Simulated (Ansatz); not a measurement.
# CaF2 (Fluorite) (Fm-3m) in Ansatz: a series of runs

One crystal, CaF2 (Fluorite), is run at these levels: HSE06 form with a typed share of exact exchange; tasks: single point.

Program: Ansatz 0.2.0. These are calculated values, not measurements. Logs are shortened: lines on timing, memory, paths and dates and some standing lists are left out, and cuts for length are marked.

### Step 1. The structure

Symmetry: Fm-3m, No. 225, cubic system. Conventional cell: a = 5.462 Å, b = 5.462 Å, c = 5.462 Å, α = 90.00°, β = 90.00°, γ = 90.00°. Ca (site symmetry m-3m) has 8 F at 2.37 Å as nearest neighbours. F (site symmetry -43m) is surrounded by 4 Ca at 2.37 Å.

### Step 2. Single point, HSE06 form with a typed share of exact exchange

File input:

```
crystal:
  lattice:
    - [0.0, 2.731, 2.731]
    - [2.731, 0.0, 2.731]
    - [2.731, 2.731, 0.0]
  atoms:
    - { symbol: Ca, position: [0.0, 0.0, 0.0] }
    - { symbol: F, position: [0.75, 0.75, 0.75] }
    - { symbol: F, position: [0.25, 0.25, 0.25] }
hamiltonian:
  xc: { exchange: pbe, correlation: pbe, exx: { coeff: 0.05, omega: 0.2 } }
  pseudopotentials: { kind: paw }
kpoints:
  mp_grid: { grid: [4, 4, 4] }
scf:
  occupations: { method: fermi_dirac, width: 0.05 }
output:
  forces: true
  stress: true
  eigenvalues: true
```

Potentials or basis: Ansatz PAW.

Output:

```text
Warning: output.stress: scf.convergence.dr2_threshold = 1e-7 eV (the SCF's general default) is looser than the 3e-10 eV advised for a printed stress (1e-10 eV for each atom of the cell: 3). What an SCF threshold leaves in a stress goes as its square root, and in the free energy as the threshold itself, and one threshold admits the most on a small cell: of the crystals measured, under no hybrid functional and no lock of the moments, on runs that ended without the residual-converged pass, on stresses that held no estimate of that error, the worst erred by over 100 MPa in a component at 1e-7 eV an atom and by under 5 at 1e-10. Set scf.convergence.dr2_threshold to 3e-10 eV or tighter. The threshold is an SCF's pass mark: one that does not reach it within its budget of iterations ends unconverged, or closes short of it on a stop that the run arms, and scf.convergence.dr2_threshold's page says what that costs each kind of run
Warning: output.stress: scf.exx.energy_threshold = 1e-6 eV is looser than the 3e-8 eV advised for a stress under a hybrid functional (1e-8 eV for each atom of the cell: 3). Every SCF of the exchange loop can meet its threshold on dr2 while the loop round them stops early: no threshold on dr2 bounds what that leaves in the stress. Set scf.exx.energy_threshold to 3e-8 eV or tighter. The threshold is the loop's pass mark: a loop that does not reach it within its budget of cycles ends unconverged, and scf.exx.energy_threshold's page has the law
GPUs: using 1 of 1 available (devices: 1).
Engine: ansatz 0.2.0, x86_64-unknown-linux-gnu
Pseudopotentials: kind: paw
Pseudopotential: Ca, paw, valence charge 10, recommended cutoff 420 eV (normal), Ca.paw.azcp
Pseudopotential: F, paw, valence charge 7, recommended cutoff 420 eV (normal), F.paw.azcp
Functional definition: unnamed
  parameter a_1 = 0.05
  parameter omega_1 = 0.2/angstrom
  exchange = pbe_x + (-a_1)*pbe_x_sr(omega_1) + a_1*exact_x_sr(omega_1)
  correlation = pbe_c
device memory: the entry about to start is reckoned to put 0.6 GiB on a device that reports 60.4 GiB free (of which the cap on the GPU budget leaves the run 18.0 GiB)
GPU FFT provider: cuFFT
GPU libraries: cuBLAS 13.8.2, cuFFT 12.4.0, cuSOLVER 12.3.4
Crystal: 3 atoms, lattice volume = 40.738 Å³
Basis set: ecut = 420 eV, 821 PW (Γ), exchange–correlation on 54×54×54 points (8 copies of the dense FFT grid, shifted against one another)
Bands: 16, of which v1, the nominal top of the filled ones, is band 12 counted from 1 (11 counted from 0)
Symmetry: 48 space group operations
Space group: Fm-3m (ITA 225), of the structure as read, at distance tolerance 3.4e-5 Å
k-points: 8 of 64
Non-local potential: Ca, projectors of the file, l = 0: 3, l = 1: 2, l = 2: 2
Non-local potential: F, projectors of the file, l = 0: 2, l = 1: 2, l = 2: 1
PAW form: soft (Blöchl's): semilocal exchange-correlation on the pseudo side does not see the compensation charge
PAW frozen core: Ca, regenerated for the run's functional, and the local potential with it (the file was generated under x = pbe(κ = 0.804, μ = 0.2195149727645171), c = pbe(β = 0.06672455060314922))
PAW frozen core: F, regenerated for the run's functional, and the local potential with it (the file was generated under x = pbe(κ = 0.804, μ = 0.2195149727645171), c = pbe(β = 0.06672455060314922))
PAW one-centre angular grid: Ca, 110 points (default); XC on 64 Gauss nodes
PAW one-centre angular grid: F, 110 points (default); XC on 64 Gauss nodes
Initial density: superposition of atomic densities (neutral atoms: chi_scale 0, normalization atom), corrected by the library's trained network
Initial wavefunctions: pseudopotential atomic-orbital guess
GPU buffer pool allocated for 19683 grid points (all kernels)
GPU transforms: local potential and band sums: pruned to the plane-wave sphere, on 25×25×25
Functional: x = pbe(κ = 0.804, μ = 0.2195149727645171), c = pbe(β = 0.06672455060314922), warm-up for x = pbe(κ = 0.804, μ = 0.2195149727645171) + 0.05 (exact − pbe) at short range (hse, ω = 0.2 Å⁻¹), c = pbe(β = 0.06672455060314922)
SCF iter   1: F=—  HF=-3439.803544 eV  |F-HF|=—  |Δ(HF+E_count)|=         —  Δρ=4.68e-4  dr2=1.38e-5  ethr=1.77e-3  ⟨swp⟩=2.0  Hψ=927  notcnv=0
preconditioner: auto → none  [insulator: Δε(μ)=7.306 eV  Ē_g=18.430 eV  σ=0.050 eV  W_gap=1.00  n_scr=14 (ndim 8)  ℏωp=27.3 eV  f_vac=0.118  D(μ)=0.00/eV (n_scr^D=0)]
SCF iter   2: F=-3439.803889 eV  HF=-3439.803804 eV  |F-HF|=8.58e-5  |Δ(HF+E_count)|=   2.59e-4  Δρ=2.27e-4  dr2=3.86e-6  ethr=5.74e-8  ⟨swp⟩=5.1  Hψ=448  notcnv=0
SCF 1 stopped early in 2 iterations: F = -3439.803889 eV  dr2 = 3.86e-6
device memory: the entry about to start is reckoned to put 1.2 GiB on a device that reports 60.4 GiB free (of which the cap on the GPU budget leaves the run 18.0 GiB)
GPU FFT provider: cuFFT
GPU libraries: cuBLAS 13.8.2, cuFFT 12.4.0, cuSOLVER 12.3.4
Initial density: handed on by an earlier stage of this run
Initial wavefunctions: those handed on with the density
GPU buffer pool allocated for 19683 grid points (all kernels)
GPU transforms: local potential and band sums: pruned to the plane-wave sphere, on 25×25×25
Functional: x = pbe(κ = 0.804, μ = 0.2195149727645171) + 0.05 (exact − pbe) at short range (hse, ω = 0.2 Å⁻¹), c = pbe(β = 0.06672455060314922)
Exchange kernel: α = 0.0500, screened, ω = 0.2000 Å⁻¹, Wigner–Seitz truncation, v(0) = 1095.7261 eV·Å³, q-mesh 4×4×4, nearest image of the exchange supercell L = 15.45 Å, pair-density grid 15×15×15, without the augmentation charges, whose exchange is taken in its separable form by FFT convolution over the k-point mesh (sized by the pseudopotential files, 24×24×24 at the most), smooth part of the exact exchange by density-matrix convolution in up to 685.5 MiB of GPU memory as planned if the GPU has room (build and FFT work areas not counted)
Frozen-core exchange: fock
SCF iter   1: F=—  HF=-3439.903386 eV  |F-HF|=—  |Δ(HF+E_count)|=         —  Δρ=2.35e-3  dr2=2.86e-3  ethr=1.61e-7  ⟨swp⟩=6.2  Hψ=609  notcnv=0
preconditioner: auto → none  [insulator: Δε(μ)=7.753 eV  Ē_g=19.081 eV  σ=0.050 eV  W_gap=1.00  n_scr=14 (ndim 8)  ℏωp=27.3 eV  f_vac=0.118  D(μ)=0.00/eV (n_scr^D=0)]
SCF iter   2: F=—  HF=-3439.902723 eV  |F-HF|=—  |Δ(HF+E_count)|=   6.62e-4  Δρ=1.87e-3  dr2=4.91e-4  ethr=1.61e-7  ⟨swp⟩=5.8  Hψ=507  notcnv=0
SCF iter   3: F=—  HF=-3439.902674 eV  |F-HF|=—  |Δ(HF+E_count)|=   4.93e-5  Δρ=5.17e-4  dr2=5.63e-5  ethr=1.61e-7  ⟨swp⟩=5.0  Hψ=366  notcnv=0
SCF iter   4: F=—  HF=-3439.902664 eV  |F-HF|=—  |Δ(HF+E_count)|=   9.68e-6  Δρ=2.34e-4  dr2=1.17e-5  ethr=1.61e-7  ⟨swp⟩=2.0  Hψ=224  notcnv=0
iter 5 solved again at ethr=1.50e-9 eV; its pass at ethr=4.80e-8 eV (dr2=3.59e-7 eV) is discarded
SCF iter   5: F=—  HF=-3439.902664 eV  |F-HF|=—  |Δ(HF+E_count)|=   3.97e-7  Δρ=4.12e-5  dr2=5.55e-7  ethr=1.50e-9  ⟨swp⟩=3.8  Hψ=575  notcnv=0
SCF iter   6: F=—  HF=-3439.902664 eV  |F-HF|=—  |Δ(HF+E_count)|=   9.36e-8  Δρ=4.63e-6  dr2=1.00e-7  ethr=1.50e-9  ⟨swp⟩=3.6  Hψ=281  notcnv=0
SCF iter   7: F=—  HF=-3439.902669 eV  |F-HF|=—  |Δ(HF+E_count)|=   5.23e-6  Δρ=4.87e-5  dr2=5.99e-7  ethr=1.25e-11  ⟨swp⟩=6.6  Hψ=546  notcnv=0
SCF iter   8: F=-3439.902669 eV  HF=-3439.902669 eV  |F-HF|=7.46e-9  |Δ(HF+E_count)|=   1.84e-7  Δρ=5.52e-6  dr2=7.91e-9  ethr=1.25e-11  ⟨swp⟩=5.9  Hψ=437  notcnv=0
SCF 2 converged in 8 iterations: F = -3439.902669 eV  dr2 = 7.91e-9
hybrid outer 1: dexx = +9.161e-5 eV, tail = 4.24e-8 eV
GPU FFT provider: cuFFT
GPU libraries: cuBLAS 13.8.2, cuFFT 12.4.0, cuSOLVER 12.3.4
GPU buffer pool allocated for 19683 grid points (all kernels)
GPU transforms: local potential and band sums: pruned to the plane-wave sphere, on 25×25×25
Exchange kernel: α = 0.0500, screened, ω = 0.2000 Å⁻¹, Wigner–Seitz truncation, v(0) = 1095.7261 eV·Å³, q-mesh 4×4×4, nearest image of the exchange supercell L = 15.45 Å, pair-density grid 15×15×15, without the augmentation charges, whose exchange is taken in its separable form by FFT convolution over the k-point mesh (sized by the pseudopotential files, 24×24×24 at the most), smooth part of the exact exchange by density-matrix convolution in up to 685.5 MiB of GPU memory as planned if the GPU has room (build and FFT work areas not counted)
Frozen-core exchange: fock
SCF iter   1: F=—  HF=-3439.902670 eV  |F-HF|=—  |Δ(HF+E_count)|=         —  Δρ=6.18e-6  dr2=1.17e-8  ethr=8.83e-10  ⟨swp⟩=3.9  Hψ=305  notcnv=0
preconditioner: auto → none  [insulator: Δε(μ)=7.712 eV  Ē_g=19.038 eV  σ=0.050 eV  W_gap=1.00  n_scr=14 (ndim 8)  ℏωp=27.3 eV  f_vac=0.123  D(μ)=0.00/eV (n_scr^D=0)]
SCF iter   2: F=-3439.902670 eV  HF=-3439.902670 eV  |F-HF|=5.91e-11  |Δ(HF+E_count)|=   4.20e-9  Δρ=1.02e-6  dr2=1.44e-10  ethr=4.89e-11  ⟨swp⟩=3.2  Hψ=265  notcnv=0
SCF 3 converged in 2 iterations: F = -3439.902670 eV  dr2 = 1.44e-10
  Residual-converged pass: ⟨swp⟩=3.0  Hψ=261  notcnv=0  max |occ|·‖R‖ = 2.4e-6 eV (tolerance 2.4e-6 eV)  dr2=1.23e-10  dr2_onsite=2.72e-11  max |Δocc| = 0.0e0
hybrid outer 2: dexx = +1.090e-10 eV, tail = 3.45e-10 eV, Δε = 1.06e-4 eV (about 1.14e-5 eV left of the loop's levels)
hybrid SCF converged: 2 outer / 10 inner (+2 warm-up), last move |dexx| = 1.09e-10 eV, tail = 3.45e-10 eV
Stability not checked: this state was not tested for a lower state beside it, because the functional holds exact exchange (a hybrid, or Hartree-Fock), whose exchange loop this test does not read (fock_operator; see scf.lower_state_search)
Free energy (F): -3439.902670 eV
Frozen-core exchange: fock
Harris-Foulkes:  -3439.902670 eV  (|F-HF|=5.91e-11)
Internal energy: -3439.902670 eV  (E = F + TS)
E sigma→0 (E₀):  -3439.902670 eV
Fermi energy:    6.901235 eV
--- Per-component energies (eV) ---
  E_band       = -197.078124
  E_kinetic    = 694.758746
  E_local      = -1789.156007  (includes V_loc(G=0)·N_el)
  E_nonlocal   = 209.516029
  E_hartree    = 637.321711
  E_xc         = -287.039598
  E_vxc        = -362.942479  (∫ρ·V_xc dr)
  E_exx        = -16.511495  (= α·E_x^exact, valence–valence)
  E_paw        = -1255.363044  (= ΣΔE_a)
  E_vpaw       = -190.878571  (= ΣTr[D̂ρ^β])
  E_aug_tail   = 0.004104  (compensation charges beyond the density's cutoff)
  E_ewald      = -1633.390363
  E_core_change = -0.042753  (= ΣΔE_core)
  E_smearing   = -0.000000  (= −TS)
  E_closure    = -0.000000  (closes the sum)
  Σ components = -3439.902670   (vs F -3439.902670, Δ=0.00e0)
--- Forces (eV/Å), atoms counted from 1 ---
  atom   1  Ca     0.00000000    -0.00000000    -0.00000000
  atom   2  F     -0.00000000    -0.00000000     0.00000000
  atom   3  F      0.00000000     0.00000000     0.00000000
  max |Σ_I F_I| component: 3.47e-18 eV/Å
--- Stress (GPa, compression-positive) ---
        1.817552       0.000000      -0.000000
        0.000000       1.817552      -0.000000
        0.000000      -0.000000       1.817552
  P = ⅓ Tr σ = 1.8176 GPa (18.176 kbar)
--- Band table (eV; the first three rows and the last of 8) ---
  k-point 0: bands = ["-33.4406", "-17.2411", "-16.4672", "-14.0845", "-14.0845", "-14.0845", "0.8863", "0.8863", "0.8863", "2.7519", "2.7519", "2.7519", "10.7207", "12.7053", "12.7053", "14.8000"]
  k-point 1: bands = ["-33.4239", "-17.3392", "-16.6334", "-14.1059", "-14.1059", "-13.8535", "1.1435", "1.1435", "1.3167", "2.1923", "2.4963", "2.4963", "12.0333", "12.8152", "12.8152", "14.4018"]
  k-point 2: bands = ["-33.4071", "-17.3466", "-16.8942", "-14.1271", "-14.1271", "-13.6087", "1.4925", "1.4925", "1.7116", "1.7625", "2.1633", "2.1633", "12.9224", "12.9224", "13.2904", "14.1675"]
  k-point 7: bands = ["-33.3960", "-17.2105", "-17.2105", "-14.1930", "-13.7632", "-13.7632", "0.7339", "0.8653", "1.9579", "1.9579", "2.7323", "2.9181", "11.9323", "13.2976", "13.4790", "13.4790"]
```

Wall time 11 s (1 × NVIDIA H100 80GB HBM3 with 2 threads of AMD EPYC 7R13 (Zen 3), shared host); peak memory 1.5 GiB.

What came out:

* Free energy: -3439.9027 eV
* Pressure: 1.8 GPa
* Band gap on the k mesh: 7.71 eV, indirect (least direct gap 7.97 eV)

Caveat: the k mesh is coarse (spacing up to 0.50 Å⁻¹), so the values aren't converged, least of all with exact exchange; the pressure holds a Pulay correction of +0.5 GPa for the finite cutoff; the PAW data sets come from PBE, with cores solved anew for the run's functional, which leaves a small shift of forces and pressure; the thresholds are loose for stress. A k mesh can miss the band edges.

### Step 3. Single point, HSE06 form with a typed share of exact exchange

Changes to input since step 2:

```diff
@@ -10,3 +10,3 @@
 hamiltonian:
-  xc: { exchange: pbe, correlation: pbe, exx: { coeff: 0.05, omega: 0.2 } }
+  xc: { exchange: pbe, correlation: pbe, exx: { coeff: 0.1, omega: 0.2 } }
   pseudopotentials: { kind: paw }
```

Potentials or basis: Ansatz PAW.

Output:

```text
Warning: output.stress: scf.convergence.dr2_threshold = 1e-7 eV (the SCF's general default) is looser than the 3e-10 eV advised for a printed stress (1e-10 eV for each atom of the cell: 3). What an SCF threshold leaves in a stress goes as its square root, and in the free energy as the threshold itself, and one threshold admits the most on a small cell: of the crystals measured, under no hybrid functional and no lock of the moments, on runs that ended without the residual-converged pass, on stresses that held no estimate of that error, the worst erred by over 100 MPa in a component at 1e-7 eV an atom and by under 5 at 1e-10. Set scf.convergence.dr2_threshold to 3e-10 eV or tighter. The threshold is an SCF's pass mark: one that does not reach it within its budget of iterations ends unconverged, or closes short of it on a stop that the run arms, and scf.convergence.dr2_threshold's page says what that costs each kind of run
Warning: output.stress: scf.exx.energy_threshold = 1e-6 eV is looser than the 3e-8 eV advised for a stress under a hybrid functional (1e-8 eV for each atom of the cell: 3). Every SCF of the exchange loop can meet its threshold on dr2 while the loop round them stops early: no threshold on dr2 bounds what that leaves in the stress. Set scf.exx.energy_threshold to 3e-8 eV or tighter. The threshold is the loop's pass mark: a loop that does not reach it within its budget of cycles ends unconverged, and scf.exx.energy_threshold's page has the law
GPUs: using 1 of 1 available (devices: 1).
[... 3 set-up lines as earlier in the session ...]
[... 101 lines left out ...]
  P = ⅓ Tr σ = 1.4278 GPa (14.278 kbar)
--- Band table (eV; the first three rows and the last of 8) ---
  k-point 0: bands = ["-34.1728", "-17.8849", "-17.1053", "-14.5221", "-14.5221", "-14.5221", "0.5465", "0.5465", "0.5465", "2.4278", "2.4278", "2.4278", "10.8143", "12.9132", "12.9132", "15.0496"]
  k-point 1: bands = ["-34.1559", "-17.9745", "-17.2714", "-14.5441", "-14.5441", "-14.3002", "0.8064", "0.8064", "0.9803", "1.8667", "2.1703", "2.1703", "12.1370", "13.0232", "13.0232", "14.6376"]
  k-point 2: bands = ["-34.1389", "-17.9716", "-17.5354", "-14.5658", "-14.5658", "-14.0627", "1.1613", "1.1613", "1.3781", "1.4315", "1.8314", "1.8314", "13.1324", "13.1324", "13.5041", "14.2644"]
  k-point 7: bands = ["-34.1276", "-17.8395", "-17.8395", "-14.6333", "-14.2133", "-14.2133", "0.3879", "0.5273", "1.6258", "1.6258", "2.4114", "2.5956", "12.0868", "13.5205", "13.6965", "13.6965"]
```

It took 11 s on 1 × NVIDIA H100 80GB HBM3 with 2 threads of AMD EPYC 7R13 (Zen 3), shared host; peak memory 1.4 GiB.

Results:

```
Free energy            : -3440.0095 eV
Pressure               : 1.4 GPa
Band gap on the k mesh : 8.13 eV, indirect (least direct gap 8.39 eV)
```

Caveat: the k mesh is coarse (spacing up to 0.50 Å⁻¹), so the values aren't converged, least of all with exact exchange; the pressure holds a Pulay correction of +0.4 GPa for the finite cutoff; the PAW data sets come from PBE, with cores solved anew for the run's functional, which leaves a small shift of forces and pressure; the thresholds are loose for stress. A k mesh can miss the band edges.
